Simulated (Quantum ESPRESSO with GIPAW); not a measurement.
**KCaF3: NMR parameters from first principles**

Wanted: NMR shieldings for each site of KCaF3.

Main program and level: Quantum ESPRESSO with GIPAW 8.0dev (patched build); DFT, PBEsol, plane-wave PAW (pslibrary 1.0.0 recipes), scalar-relativistic, GIPAW; a patched development version of the program.

## (1) Set-up

The structure is cubic, space group Pm-3m (No. 221). The conventional cell has a = 4.482 Å, b = 4.482 Å, c = 4.482 Å, α = 90.00°, β = 90.00°, γ = 90.00°. Nearest to Ca lie 6 F at 2.24 Å. Nearest to K lie 12 F at 3.17 Å. Nearest to F lie 2 Ca at 2.24 Å and 4 K at 3.17 Å. Farther neighbours and most contacts between anions are not listed.

As a file:

```cif
data_structure
_symmetry_space_group_name_H-M 'P 1'
_symmetry_Int_Tables_number 1
_cell_length_a 4.4817
_cell_length_b 4.4817
_cell_length_c 4.4817
_cell_angle_alpha 90.000
_cell_angle_beta 90.000
_cell_angle_gamma 90.000
_cell_volume 90.02
loop_
_atom_site_label
_atom_site_type_symbol
_atom_site_fract_x
_atom_site_fract_y
_atom_site_fract_z
_atom_site_occupancy
Ca1 Ca 0.00000 0.00000 0.00000 1
K2 K 0.50000 0.50000 0.50000 1
F3 F 0.50000 0.00000 0.00000 1
F4 F 0.00000 0.00000 0.50000 1
F5 F 0.00000 0.50000 0.00000 1
```

The cell is a computed entry of the Materials Project; it need not be the form that is stable at ambient conditions.

A relaxation of the atoms beforehand (Quantum ESPRESSO with GIPAW) moved none by more than 0.003 Å.

## (2) Ground state

First the ground state. The response equations take the occupied wavefunctions as exact, so conv_thr is set much tighter than for an energy. No empty states are asked for: the response is solved without them. The mesh has a spacing of 0.36 Å⁻¹ at most. The PAW files were made with ld1.x from the pslibrary 1.0.0 recipes, with GIPAW reconstruction switched on (the recipe of F slightly mended, as the packaged one fails to give a sound file).

scf.in reads:

```
&control
  calculation = 'scf'
  prefix = 'x'
  outdir = './tmp/'
  pseudo_dir = './'
/
&system
  ibrav = 0
  nat = 5
  ntyp = 3
  ecutwfc = 55
  ecutrho = 330
  nbnd = 20
/
&electrons
  conv_thr = 1.0d-10
  mixing_beta = 0.7
  electron_maxstep = 100
/
ATOMIC_SPECIES
  Ca 40.078 Ca.pbesol-spn-kjpaw_psl.1.0.0-gipaw.UPF
  K 39.098 K.pbesol-spn-kjpaw_psl.1.0.0-gipaw.UPF
  F 18.998 F.pbesol-n-kjpaw_psl.1.0.0-gipaw.UPF
CELL_PARAMETERS angstrom
  4.48172600 0.00000000 0.00000000
  0.00000000 4.48172600 0.00000000
  0.00000000 0.00000000 4.48172600
ATOMIC_POSITIONS crystal
  Ca 0.00000000 0.00000000 0.00000000
  K 0.50000000 0.50000000 0.50000000
  F 0.50000000 0.00000000 0.00000000
  F 0.00000000 0.00000000 0.50000000
  F 0.00000000 0.50000000 0.00000000
K_POINTS automatic
  4 4 4 0 0 0
```

Launch:

```bash
$ mpirun -np 4 pw.x -nk 4 -in scf.in > scf.out
```

The program printed:

```text
using ibrav=0 with symmetry is DISCOURAGED, use correct ibrav instead

     bravais-lattice index     =            0
     lattice parameter (alat)  =       8.4692  a.u.
     unit-cell volume          =     607.4807 (a.u.)^3
     number of atoms/cell      =            5
     number of atomic types    =            3
     number of electrons       =        40.00
     number of Kohn-Sham states=           20
     kinetic-energy cutoff     =      55.0000  Ry
     charge density cutoff     =     330.0000  Ry
     scf convergence threshold =      1.0E-10
     mixing beta               =       0.7000
     number of iterations used =            8  plain     mixing
     Exchange-correlation= SLA-PW-PSX-PSC
                           (   1   4  10   8   0   0   0)
[...]
Ca               10.00    40.07800     Ca( 1.00)
     K                 9.00    39.09800     K ( 1.00)
     F                 7.00    18.99800     F ( 1.00)

     48 Sym. Ops., with inversion, found
[...]
number of k points=    10
[...]
Dense  grid:    61445 G-vectors     FFT dimensions: (  50,  50,  50)

     Smooth grid:    33371 G-vectors     FFT dimensions: (  40,  40,  40)

     Check: negative core charge=   -0.000003

     Initial potential from superposition of free atoms

     starting charge      39.9768, renormalised to      40.0000
     Starting wfcs are   28 randomized atomic wfcs

     Self-consistent Calculation

     iteration #  1     ecut=    55.00 Ry     beta= 0.70
     Davidson diagonalization with overlap
     ethr =  1.00E-02,  avg # of iterations =  1.4

     total energy              =    -419.76969821 Ry
     estimated scf accuracy    <       0.77393045 Ry

     iteration #  2     ecut=    55.00 Ry     beta= 0.70
     Davidson diagonalization with overlap
     ethr =  1.93E-03,  avg # of iterations =  4.9

     total energy              =    -420.03703315 Ry
     estimated scf accuracy    <       1.18394623 Ry

     iteration #  3     ecut=    55.00 Ry     beta= 0.70
     Davidson diagonalization with overlap
     ethr =  1.93E-03,  avg # of iterations =  3.0

     total energy              =    -420.17316514 Ry
     estimated scf accuracy    <       0.05391845 Ry

[...]
total energy              =    -420.24609223 Ry
[...]
iteration # 13     ecut=    55.00 Ry     beta= 0.70
     Davidson diagonalization with overlap
     ethr =  7.31E-12,  avg # of iterations =  4.9

     total energy              =    -420.24609224 Ry
     estimated scf accuracy    <          1.2E-10 Ry

     iteration # 14     ecut=    55.00 Ry     beta= 0.70
     Davidson diagonalization with overlap
     ethr =  2.93E-13,  avg # of iterations =  5.5

     End of self-consistent calculation
     [one-electron energies left out]

!    total energy              =    -420.24609224 Ry
     total all-electron energy =     -3160.112152 Ry
     estimated scf accuracy    <          6.0E-12 Ry

     The total energy is the sum of the following terms:
     one-electron contribution =    -131.82790223 Ry
     hartree contribution      =      85.63051391 Ry
     xc contribution           =     -51.70124508 Ry
     ewald contribution        =    -177.90604907 Ry
     one-center paw contrib.   =    -144.44140976 Ry

     convergence has been achieved in  14 iterations
[...]
JOB DONE.
```

Run time: 15 s. Hardware: 4 MPI ranks of Arm Neoverse V2, shared host; peak memory 0.65 GiB; 59 s of CPU time.

It converged in 14 cycles to an estimated accuracy of 6e-12 Ry, on 10 irreducible k-points.

## (3) Magnetic response

The job finds the current that a weak uniform field induces (applied as a long wave, q_gipaw) and the field that this current makes at each nucleus. On atoms with p or d valence electrons much of the paramagnetic part arises close to the nucleus, where the PAW partial waves rebuild the true states. pawproj makes the reconstruction use the PAW data sets' own projectors.

nmr.in reads:

```
&inputgipaw
  job = 'nmr'
  prefix = 'x'
  tmp_dir = './tmp/'
  restart_mode = 'from_scratch'
  verbosity = 'low'
  q_gipaw = 0.01
  spline_ps = .true.
  conv_threshold = 1.0d-11
  use_nmr_macroscopic_shape = .false.
  pawproj(1) = .true.
  pawproj(2) = .true.
  pawproj(3) = .true.
/
```

Launch:

```bash
$ mpirun -np 4 gipaw.x -in nmr.in > nmr.out
```

The program printed:

```text
[banner, memory and clock lines left out]
[a note of our patched build left out]

     Parallelizing q-star over 1 images

     IMPORTANT: XC functional enforced from input :
     Exchange-correlation= PBESOL
                           (   1   4  10   8   0   0   0)
     Any further DFT definition will be discarded
     Please, verify this is what you really want

     Check: negative core charge=   -0.000003
[...]
projs nearly linearly dependent: l=0  n1,n2= 1, 2  s=  0.99168239
[...]
projs nearly linearly dependent: l=0  n1,n2= 1, 2  s=  0.99583929
[...]
alpha_pv=     70.6318 eV

     spline_ps is .false., expect some extrapolation errors

     q-space interpolation up to    66.00 Rydberg

     GIPAW job: nmr
     NMR macroscopic correction: no
[...]
Computing the magnetic susceptibility     isolve=0    ethr=  0.1000E-10
     Starting from scratch
     k-point #    1 of    10      pool #  1    cpu time:       1.0
[...]
End of magnetic susceptibility calculation

     f-sum rule (1st term):
           -37.1287          0.0000          0.0000
             0.0000        -37.1287          0.0000
             0.0000          0.0000        -37.1287

     f-sum rule (2nd term):
            -1.4622          0.0000          0.0000
             0.0000         -1.4622          0.0000
             0.0000          0.0000         -1.4622

     f-sum rule (should be   -38.5797):
           -38.5910          0.0000          0.0000
             0.0000        -38.5910          0.0000
             0.0000          0.0000        -38.5910

[... susceptibilities left out ...]
     Contributions to the NMR chemical shifts: -------------------------------

     Macroscopic shape contribution in ppm:                    0.00
             0.0000          0.0000          0.0000
             0.0000          0.0000          0.0000
             0.0000          0.0000          0.0000

     Core contribution in ppm:

     Atom  1  Ca  pos: (  0.000000  0.000000  0.000000)  core sigma:        1264.01
     Atom  2  K   pos: (  0.500000  0.500000  0.500000)  core sigma:        1192.38
     Atom  3  F   pos: (  0.500000  0.000000  0.000000)  core sigma:         305.83
     Atom  4  F   pos: (  0.000000  0.000000  0.500000)  core sigma:         305.83
     Atom  5  F   pos: (  0.000000  0.500000  0.000000)  core sigma:         305.83

     Bare contribution in ppm:

     Atom  1  Ca  pos: (  0.000000  0.000000  0.000000)  bare sigma:         100.59
[...]
Atom  2  K   pos: (  0.500000  0.500000  0.500000)  bare sigma:         127.65
[...]
Atom  3  F   pos: (  0.500000  0.000000  0.000000)  bare sigma:          80.85
[...]
Atom  4  F   pos: (  0.000000  0.000000  0.500000)  bare sigma:          80.85
[...]
Atom  5  F   pos: (  0.000000  0.500000  0.000000)  bare sigma:          80.85
[...]
Diamagnetic contribution in ppm:

     Atom  1  Ca  pos: (  0.000000  0.000000  0.000000)  dia sigma:          -3.44
[...]
Atom  2  K   pos: (  0.500000  0.500000  0.500000)  dia sigma:          -3.50
[...]
Atom  3  F   pos: (  0.500000  0.000000  0.000000)  dia sigma:          43.05
[...]
Atom  4  F   pos: (  0.000000  0.000000  0.500000)  dia sigma:          43.05
[...]
Atom  5  F   pos: (  0.000000  0.500000  0.000000)  dia sigma:          43.05
[...]
Paramagnetic contribution in ppm:

     Atom  1  Ca  pos: (  0.000000  0.000000  0.000000)  para sigma:        -531.21
[...]
Atom  2  K   pos: (  0.500000  0.500000  0.500000)  para sigma:        -174.86
[...]
Atom  3  F   pos: (  0.500000  0.000000  0.000000)  para sigma:         130.68
[...]
Atom  4  F   pos: (  0.000000  0.000000  0.500000)  para sigma:         130.68
[...]
Atom  5  F   pos: (  0.000000  0.500000  0.000000)  para sigma:         130.68
[...]
Paramagnetic US occ-occ contribution in ppm:

     Atom  1  Ca  pos: (  0.000000  0.000000  0.000000)  para_oo sigma:          -4.54
[...]
Atom  2  K   pos: (  0.500000  0.500000  0.500000)  para_oo sigma:          -0.32
[...]
Atom  3  F   pos: (  0.500000  0.000000  0.000000)  para_oo sigma:           1.21
[...]
Atom  4  F   pos: (  0.000000  0.000000  0.500000)  para_oo sigma:           1.21
[...]
Atom  5  F   pos: (  0.000000  0.500000  0.000000)  para_oo sigma:           1.21
[...]
Paramagnetic US L_R Q_R contribution in ppm:

     Atom  1  Ca  pos: (  0.000000  0.000000  0.000000)  para_lq sigma:         258.37
[...]
Atom  2  K   pos: (  0.500000  0.500000  0.500000)  para_lq sigma:         104.80
[...]
Atom  3  F   pos: (  0.500000  0.000000  0.000000)  para_lq sigma:        -318.58
[...]
Atom  4  F   pos: (  0.000000  0.000000  0.500000)  para_lq sigma:        -318.58
[...]
Atom  5  F   pos: (  0.000000  0.500000  0.000000)  para_lq sigma:        -318.58
[...]
Total NMR chemical shifts in ppm: ---------------------------------------
     (adopting the Simpson convention for anisotropy and asymmetry)-----------

     Atom  1  Ca  pos: (  0.000000  0.000000  0.000000)  Total sigma:        1083.78
          1083.7827         -0.0000          0.0000
             0.0000       1083.7827          0.0000
             0.0000          0.0000       1083.7827

     Ca      1    anisotropy:     -0.00    eta:    0.0000
[...]
Atom  2  K   pos: (  0.500000  0.500000  0.500000)  Total sigma:        1246.14
          1246.1440         -0.0000         -0.0000
            -0.0000       1246.1440         -0.0000
            -0.0000          0.0000       1246.1440

     K       2    anisotropy:      0.00    eta:    0.0000
[...]
Atom  3  F   pos: (  0.500000  0.000000  0.000000)  Total sigma:         243.03
           384.1645         -0.0000         -0.0000
            -0.0000        172.4687          0.0000
            -0.0000          0.0000        172.4687

     F       3    anisotropy:    211.70    eta:    0.0000
[...]
Atom  4  F   pos: (  0.000000  0.000000  0.500000)  Total sigma:         243.03
[... its tensor is left out ...]
     Atom  5  F   pos: (  0.000000  0.500000  0.000000)  Total sigma:         243.03
[... its tensor is left out ...]
```

Wall time 69 s (4 MPI ranks); peak memory 0.39 GiB.

The f-sum rule is met to 0.011 of 38.6 (0.03 %). Converged shieldings require that this miss be small, but a small miss does not prove them.

From the symmetric part of each tensor, with principal values σ11 ≤ σ22 ≤ σ33: σ_iso is their mean, the span is σ33 − σ11 and the skew 3(σ_iso − σ22)/span. (gipaw.x prints an anisotropy in another convention.)

| site | atom no. | atoms in cell | σ_iso (ppm) | span (ppm) | skew |
| --- | --- | --- | --- | --- | --- |
| Ca | 1 | 1 | 1084 | 0 | - |
| K | 2 | 1 | 1246.1 | 0.0 | - |
| F | 3 | 3 | 243.0 | 211.7 | 1.00 |

The macroscopic shape term is switched off. For a spherical sample the valence susceptibility of this run would add about 7 ppm to every site, a rough estimate, since the susceptibility converges slowly and lacks part of the PAW terms. Differences within the crystal don't depend on it, but shieldings of different compounds can't be compared to better than a few ppm without it.

Ca and K sit on cubic site symmetry, where the tensor must be isotropic. An axis of order three or more runs through F, so two principal values coincide and the skew is ±1. In this run the largest span is that of F (site symmetry 4/mmm), with principal values 172.5, 172.5 and 384.2 ppm.

How the isotropic values are made up (ppm). The core part is that of the free atom's core; bare is the current of the smooth valence states; the last two are what the PAW spheres add to the diamagnetic and the paramagnetic current:

```
site    core   bare  reconstruction, dia  reconstruction, para
  Ca  1264.0  100.6                 -3.4                -277.4
   K  1192.4  127.6                 -3.5                 -70.4
   F   305.8   80.9                 43.0                -186.7
```

## (4) NMR parameters by site

Covalently bonded atoms count as neighbours within 1.18 times the sum of their radii. Otherwise a cation's neighbours lie within 1.2 times its shortest bond (1.3 for large cations, each anion's radius taken off where they differ), and an anion's are the cations that count it.

```
site  atom no.  atoms in cell    surroundings     bonds (Å)  σ_iso (ppm)
  Ca         1              1            CaF6         2.241         1084
   K         2              1            KF12         3.169       1246.1
   F         3              3  bound to Ca2K4  2.24 to 3.17        243.0
```

Simulated spectrum: 19F MAS at 30 kHz, 11.7 T (468.9 MHz), lines broadened by 2 ppm; the axis counts ppm from the isotropic position of F, as −Δσ; rigid lattice, with dipolar and J couplings left out. Lines over 1.5 % of the strongest (ppm: area): 128.0: 0.05, 64.0: 0.54, 0.0: 1.00, -64.0: 0.27, -128.0: 0.16, -191.9: 0.02. Spinning sidebands lie 64.0 ppm apart.

## (5) What the settings change

Each row names what was changed: another mesh tests the sampling of the zone; another cutoff tests the basis; another functional shows how far the paramagnetic term hangs on the exchange-correlation form.

Changes of σ_iso (ppm) against the run above (PBEsol, cutoffs 55 and 330 Ry, mesh 4×4×4, 5.6 min). Times are CPU times of pw.x and gipaw.x together, on 4 MPI ranks of Arm Neoverse V2, shared host; on a shared host they are rough. A run is marked as doubtful where the f-sum miss passes 0.015 electrons, or that much for each three atoms in larger cells (with Tl, Pb, Hg, Bi or Sn a third of that, or a mesh spacing over 0.26 Å⁻¹), or where the susceptibility is unphysically large.

| run | CPU time | f-sum miss | Ca | K | F |
| --- | --- | --- | --- | --- | --- |
| mesh 5×5×5 | 5.8 min | 0.0085 | +0.0 | +0.1 | +0.2 |
| cutoffs 35 and 320 Ry (marked) | 2.7 min | 0.12 | +0.7 | -5.2 | +3.8 |
| LDA | 5.2 min | 0.011 | -17.7 | -9.8 | -13.0 |

The largest move is -17.7 ppm, on Ca, from LDA.

## (6) What goes wrong with a poor setting

For contrast, the same job on a spoilt input.

scf.in: that of step 2 with these lines changed.

```diff
@@ -10,4 +10,4 @@
   ntyp = 3
-  ecutwfc = 55
-  ecutrho = 330
+  ecutwfc = 12
+  ecutrho = 150
   nbnd = 20
```

Launch:

```bash
$ mpirun -np 4 pw.x -nk 4 -in scf.in > scf.out
```

This SCF reached its threshold; then the response:

nmr.in is that of step 3.

Launch:

```bash
$ mpirun -np 4 gipaw.x -in nmr.in > nmr.out
```

The program printed:

```text
[banner, memory and clock lines left out]
[a note of our patched build left out]

     Parallelizing q-star over 1 images

     IMPORTANT: XC functional enforced from input :
     Exchange-correlation= PBESOL
                           (   1   4  10   8   0   0   0)
     Any further DFT definition will be discarded
     Please, verify this is what you really want

     Check: negative core charge=   -0.000022
[...]
projs nearly linearly dependent: l=0  n1,n2= 1, 2  s=  0.99168239
[...]
projs nearly linearly dependent: l=0  n1,n2= 1, 2  s=  0.99583929
[...]
alpha_pv=     78.1785 eV

     spline_ps is .false., expect some extrapolation errors

     q-space interpolation up to    14.40 Rydberg

     GIPAW job: nmr
     NMR macroscopic correction: no
[...]
Computing the magnetic susceptibility     isolve=0    ethr=  0.1000E-10
     Starting from scratch
     k-point #    1 of    10      pool #  1    cpu time:       0.8
[...]
End of magnetic susceptibility calculation

[...]
Atom  3  F   pos: (  0.500000  0.000000  0.000000)  para_lq sigma:         -44.35
[...]
Atom  4  F   pos: (  0.000000  0.000000  0.500000)  para_lq sigma:         -44.35
[...]
Atom  5  F   pos: (  0.000000  0.500000  0.000000)  para_lq sigma:         -44.35
[...]
Total NMR chemical shifts in ppm: ---------------------------------------
     (adopting the Simpson convention for anisotropy and asymmetry)-----------

     Atom  1  Ca  pos: (  0.000000  0.000000  0.000000)  Total sigma:        1200.72
[...]
Ca      1    anisotropy:      0.00    eta:    0.0000
[...]
Atom  2  K   pos: (  0.500000  0.500000  0.500000)  Total sigma:        1210.78
[...]
K       2    anisotropy:     -0.00    eta:    0.0000
[...]
Atom  3  F   pos: (  0.500000  0.000000  0.000000)  Total sigma:         441.23
[...]
F       3    anisotropy:     55.65    eta:    0.0000
[...]
Atom  4  F   pos: (  0.000000  0.000000  0.500000)  Total sigma:         441.23
[...]
Atom  5  F   pos: (  0.000000  0.500000  0.000000)  Total sigma:         441.23
[...]
```

Run time: 8.3 s. Hardware: 4 MPI ranks; peak memory 0.25 GiB.

The run ends without an error, but the fault (a cutoff far too low) moves σ_iso of F by +198.2 ppm (both without the shape term); the f-sum rule is missed by 5.5 electrons. Its numbers are not to be used. The PAW projectors and the first-order states are not held by so few waves.

## (7) What came out

- 19F shielding without shape term: 243.0 ppm
- 43Ca shielding without shape term: 1084 ppm
- 39K shielding without shape term: 1246.1 ppm

What this shows: 19F has one site (bound to Ca2K4), with isotropic shielding 243.0 ppm (shape term left out). A shift needs a reference, δ = σ_ref − σ, fixed on measured compounds; for 19F of this kind at this level too few were at hand, or they scattered too widely about a line, so none is given. Going to mesh 5×5×5 changes no isotropic shielding by more than 0.21 ppm, so the main run is converged in that respect. A higher cutoff was not carried through on these files. The largest change with the functional is 17.7 ppm in absolute shielding; part of that drops out once each functional has its own reference line. Semilocal functionals place the empty 3d states of Ca too low, which is known to deshield neighbouring F too much. This build of gipaw.x prints that it is not audited and that its numbers are no references by themselves. It also reports spline_ps as false although the input sets it; why was not traced.

[Banner, clock, file and message-heading lines were taken out of the pw.x and gipaw.x logs.]

[Logs are printed without paths, hosts, clocks, repeated set-up lines and the standing remarks that a program may print on its own settings, such as how far it seeks lower states.]

[Hosts, paths, dates, database ids (printed as entryN), source tags and the programs' standing remarks are cut or masked in the printed files.]

[Where no reference line passes its bar on scatter, no shift is given, so a measured shift of this compound may stand uncompared.]
